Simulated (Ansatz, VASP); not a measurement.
**Rh: VASP beside Ansatz**

```
Rh
1.0
     2.69797    0.00000    0.00000
    -1.34899    2.33651    0.00000
     0.00000    0.00000    4.34518
Rh
2
Cartesian
  0.0000 1.5577 1.0863
  1.3490 0.7788 3.2589
```

Alike in both runs: functional PBE; dispersion D3(BJ); k mesh 18 × 18 × 10; occupations gaussian, width 0.1 eV; no spin polarisation.

Ansatz relaxed the structure, and its values are those at the end. VASP's run is a single point on that final structure, the one shown.

```csv
,VASP,Ansatz
version,VASP 6.6.1,Ansatz 0.2.0
potentials or method,"VASP PAW PBE potentials, release 64 (Rh_pv)","scalar-relativistic, plane waves, PAW"
plane-wave cutoff (eV),520,420
valence electrons in the cell,30,34
```

```csv
,VASP,Ansatz,Ansatz less VASP
gap on the k mesh at the Fermi level (eV),none,none,-
pressure (GPa),0.0,0.0,+0.02
```

A gap of «none» marks a metal or a gap that the smearing closes. The two sets of potentials don't hold the same shells in valence.

Caveats: pairwise dispersion overbinds metals, which lowers pressure and volume.
